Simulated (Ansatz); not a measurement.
# HfB2 (P6/mmm) in Ansatz: further runs, part 2 of 2

Ansatz 0.2.0.

### 4 Relaxation of cell and atoms, RPBE

input.yaml reads:

```yaml
crystal:
  lattice:
    - [3.14, 0.0, 0.0]
    - [-1.57, 2.7193197679, 0.0]
    - [0.0, 0.0, 3.48]
  atoms:
    - { symbol: Hf, position: [0.0, 0.0, 0.0] }
    - { symbol: B, position: [0.6666666667, 0.3333333333, 0.5] }
    - { symbol: B, position: [0.3333333333, 0.6666666667, 0.5] }
hamiltonian:
  xc: rpbe
  pseudopotentials: { kind: paw }
kpoints:
  mp_grid: { grid: [10, 10, 8] }
scf:
  occupations: { method: fermi_dirac, width: 0.05 }
output:
  forces: true
  stress: true
relax:
  f_tol: 0.01
  max_steps: 40
  cell: { stress_tol: 0.05 }
```

Potentials or basis: Ansatz PAW.

Launch:

```console
$ ansatz run input.yaml --threads 2 --pin off --max-ram 5632MiB --backend cpu --events-out ev --progress --plain --runs-dir out
```

Output:

```text
Warning: RAYON_NUM_THREADS=2 ignored (pool sized by the plan → 2); use --threads N
Engine: ansatz 0.2.0, x86_64-unknown-linux-gnu
Pseudopotentials: kind: paw
Pseudopotential: Hf, paw, valence charge 26, recommended cutoff 420 eV (normal), Hf.paw.azcp
Pseudopotential: B, paw, valence charge 3, recommended cutoff 420 eV (normal), B.paw.azcp
Functional definition: RPBE
  parameter kappa = 0.804
  parameter beta = 0.06672455060314922
  exchange = rpbe_x(kappa = kappa, mu = beta*pi^2/3)
  correlation = pbe_c(beta = beta)
Crystal: 3 atoms, lattice volume = 29.715 Å³
Basis set: ecut = 420 eV, 563 PW (Γ), exchange–correlation on 48×48×48 points (8 copies of the dense FFT grid, shifted against one another)
Bands: 20, of which v1, the nominal top of the filled ones, is band 16 counted from 1 (15 counted from 0)
Symmetry: 24 space group operations
Space group: P6/mmm (ITA 191), of the structure as read, at distance tolerance 3.1e-5 Å
k-points: 70 of 800
Non-local potential: Hf, projectors of the file, l = 0: 3, l = 1: 2, l = 2: 2, l = 3: 3
Non-local potential: B, projectors of the file, l = 0: 2, l = 1: 2, l = 2: 1
PAW form: soft (Blöchl's): semilocal exchange-correlation on the pseudo side does not see the compensation charge
PAW frozen core: Hf, regenerated for the run's functional, and the local potential with it (the file was generated under x = pbe(κ = 0.804, μ = 0.2195149727645171), c = pbe(β = 0.06672455060314922))
PAW frozen core: B, regenerated for the run's functional, and the local potential with it (the file was generated under x = pbe(κ = 0.804, μ = 0.2195149727645171), c = pbe(β = 0.06672455060314922))
PAW one-centre angular grid: Hf, 590 points (default); XC on 64 Gauss nodes
PAW one-centre angular grid: B, 110 points (default); XC on 64 Gauss nodes
Initial density: superposition of atomic densities (neutral atoms: chi_scale 0, normalization atom), corrected by the library's trained network
Initial wavefunctions: pseudopotential atomic-orbital guess
Functional: x = rpbe, c = pbe(β = 0.06672455060314922)
SCF iter   1: F=—  HF=-16050.730379 eV  |F-HF|=—  |Δ(HF+E_count)|=         —  Δρ=3.00e-3  dr2=2.65e-3  ethr=1.77e-3  ⟨swp⟩=4.1  Hψ=5444  notcnv=0
preconditioner: auto → none  [insulator: Δε(μ)=0.297 eV  Ē_g=17.509 eV  σ=0.050 eV  W_gap=0.77  n_scr=8 (ndim 8)  ℏωp=37.3 eV  f_vac=0.000  D(μ)=0.31/eV (n_scr^D=0)  ε∞_Penn≈5.5]
SCF iter   2: F=—  HF=-16050.729702 eV  |F-HF|=—  |Δ(HF+E_count)|=   6.77e-4  Δρ=1.22e-3  dr2=3.88e-4  ethr=8.27e-6  ⟨swp⟩=2.0  Hψ=2374  notcnv=0
SCF iter   3: F=—  HF=-16050.729616 eV  |F-HF|=—  |Δ(HF+E_count)|=   8.58e-5  Δρ=6.93e-4  dr2=6.72e-5  ethr=1.21e-6  ⟨swp⟩=2.0  Hψ=2365  notcnv=0
SCF iter   4: F=—  HF=-16050.729631 eV  |F-HF|=—  |Δ(HF+E_count)|=   1.46e-5  Δρ=2.89e-4  dr2=1.35e-5  ethr=2.10e-7  ⟨swp⟩=2.3  Hψ=2482  notcnv=0
SCF iter   5: F=—  HF=-16050.729625 eV  |F-HF|=—  |Δ(HF+E_count)|=   5.63e-6  Δρ=6.91e-5  dr2=5.83e-7  ethr=4.22e-8  ⟨swp⟩=2.0  Hψ=2262  notcnv=0
[... 57 lines left out ...]
SCF iter   3: F=—  HF=-16050.741339 eV  |F-HF|=—  |Δ(HF+E_count)|=  2.02e-10  Δρ=7.56e-7  dr2=2.38e-10  ethr=1.80e-12  ⟨swp⟩=2.0  Hψ=2453  notcnv=0
SCF iter   4: F=-16050.741339 eV  HF=-16050.741339 eV  |F-HF|=5.46e-12  |Δ(HF+E_count)|=  9.82e-11  Δρ=1.37e-7  dr2=1.57e-12  ethr=1.00e-12  ⟨swp⟩=4.3  Hψ=7592  notcnv=0
SCF 7 converged in 4 iterations: F = -16050.741339 eV  dr2 = 1.57e-12
relax step   7: F+E_penalty+E_count = -16050.74133877 eV  Δ(F+E_penalty+E_count) = -2.485e-6 eV  max|allowed force component| = 2.961e-16 eV/Å  Δτ_max = 0.0000 Å  P = +0.000 GPa  Ω = 30.394 Å³  stress off target by 4.74e-4 GPa  SCF on the basis re-selected at this cell (its energy is not comparable with the rows above)  (4 SCF iters)
basis re-selected at this cell: Δ(F+E_penalty+E_count) = -2.485e-6 eV, ΔP = +0.000 GPa vs the last step (what re-selecting the basis moved, of the pressure what is left beyond the Pulay correction that the steps carried, after the strain that the cell walked since its last selection, with what the two solves' SCF thresholds leave and, on support functions, any second-order correction that the steps lacked; it is no measure of the basis error at this ecutwfc). This SCF's stress stands 4.74e-4 GPa from its target on what of the cell is left free (relax.cell.stress_tol is 5.00e-2 GPa) and its largest allowed force component is 2.96e-16 eV/Å (relax.f_tol is 1.00e-2 eV/Å): within both
SCF converged after 4 iterations
Free energy (F): -16050.741339 eV
Harris-Foulkes:  -16050.741339 eV  (|F-HF|=5.46e-12)
Internal energy: -16050.738743 eV  (E = F + TS)
E sigma→0 (E₀):  -16050.740041 eV
Entropy (-TS):   -0.002596 eV (-0.865 meV/atom)
Fermi energy:    20.073015 eV
--- Per-component energies (eV) ---
  E_band       = 115.151972
  E_kinetic    = 523.579970
  E_local      = -5334.117736  (includes V_loc(G=0)·N_el)
  E_nonlocal   = -1224.469964
  E_hartree    = 2538.205833
  E_xc         = -366.754861
  E_vxc        = -345.288359  (∫ρ·V_xc dr)
  E_paw        = -7099.116104  (= ΣΔE_a)
  E_vpaw       = 1419.036358  (= ΣTr[D̂ρ^β])
  E_aug_tail   = -0.000007  (compensation charges beyond the density's cutoff)
  E_ewald      = -5087.858746
  E_core_change = -0.207127  (= ΣΔE_core)
  E_smearing   = -0.002596  (= −TS)
  E_closure    = -0.000000  (closes the sum)
  Σ components = -16050.741339   (vs F -16050.741339, Δ=0.00e0)
--- Forces (eV/Å), atoms counted from 1 ---
  atom   1  Hf    -0.00000000    -0.00000000     0.00000000
  atom   2  B      0.00000000    -0.00000000     0.00000000
  atom   3  B     -0.00000000     0.00000000     0.00000000
  max |Σ_I F_I| component: 1.85e-17 eV/Å
--- Stress (GPa, compression-positive) ---
        0.000401      -0.000000       0.000000
        0.000000       0.000401       0.000000
        0.000000       0.000000       0.000474
  P = ⅓ Tr σ = 0.0004 GPa (0.004 kbar)
--- Relaxed structure (5 steps of the walk, 5 accepted, 2 SCFs on fresh bases) ---
  F+E_penalty+E_count = -16050.74133877 eV   max|allowed force component| = 2.961e-16 eV/Å   (the final SCF, on the basis selected at the relaxed cell)
  cell:  # Å, volume = 30.3944 Å³
    - [3.1609455078900313, 0.0, 0.0]
    - [-1.5804727539450156, 2.7374591098110717, 0.0]
    - [0.0, 0.0, 3.512602379965311]
  atoms:
    - { symbol: Hf, position: [2.2650922233730202e-34, -1.1262976970488963e-34, 0.0] }
    - { symbol: B, position: [0.6666666666666666, 0.3333333333333333, 0.5] }
    - { symbol: B, position: [0.3333333333333333, 0.6666666666666666, 0.5] }
```

It took 3.9 s on 2 threads of Intel Xeon 6975P-C (Granite Rapids), shared host; peak memory 0.39 GiB.

Results:

```yaml
Free_energy: -16050.7413 eV
Relaxed_volume: 10.13 Å³/atom
Relaxed_cell: a = 3.161 Å, b = 3.161 Å, c = 3.513 Å, α = 90.00°, β = 90.00°, γ = 120.00°
Space_group_after_relaxing_to_0.05_Å: P6/mmm (No. 191)
Energy_gained_by_relaxing: 3.9 meV/atom
Ionic_steps: 7
Pressure_after_relaxing: 0.0 GPa
```

Step by step:
| step | energy change (eV) | largest force (eV/Å) | volume (Å³) |
| --- | --- | --- | --- |
| 1 | 0.0000 | 0.0000 | 29.71 |
| 2 | -0.0081 | 0.0000 | 30.62 |
| 3 | -0.0107 | 0.0000 | 30.42 |
| 4 | -0.0109 | 0.0000 | 30.39 |
| 5 | -0.0117 | 0.0000 | 30.39 |
| 6 | -0.0117 | 0.0000 | 30.39 |
| 7 | -0.0117 | 0.0000 | 30.39 |

Final structure:
```yaml
crystal:
  lattice:
    - [3.16095, 0.00000, 0.00000]
    - [-1.58047, 2.73746, 0.00000]
    - [0.00000, 0.00000, 3.51260]
  atoms:
    - { symbol: Hf, position: [0.00000, 0.00000, 0.00000] }
    - { symbol: B, position: [0.66667, 0.33333, 0.50000] }
    - { symbol: B, position: [0.33333, 0.66667, 0.50000] }
```

Caveat: the plane-wave basis is chosen anew once the cell has moved, so the energies of steps on either side of that aren't comparable; the PAW data sets come from PBE, with cores solved anew for the run's functional, which leaves a small shift of forces and pressure.

### 5 The runs side by side

| task | level | cell | smearing | gap on the mesh (eV) | pressure (GPa) | relaxed volume (Å³/atom) |
| --- | --- | --- | --- | --- | --- | --- |
| relaxation of cell and atoms | BLYP | relaxed | fermi-dirac 0.05 eV | none | 0.0 | 10.24 |
| single point | PBE | as given | gaussian 0.012 eV | none | 1.4 | - |
| relaxation of cell and atoms | RPBE | relaxed | fermi-dirac 0.05 eV | - | 0.0 | 10.13 |

Alike in all rows: potentials or basis Ansatz PAW; no spin polarisation; k mesh 10 × 10 × 8; cutoff (eV) 420.

Caveats: the plane-wave basis is chosen anew once the cell has moved, so the energies of steps on either side of that aren't comparable (some runs); the PAW data sets come from PBE, with cores solved anew for the run's functional, which leaves a small shift of forces and pressure (some runs).

Total energies depend on the potentials used, so only differences within one code and one set of settings carry meaning.
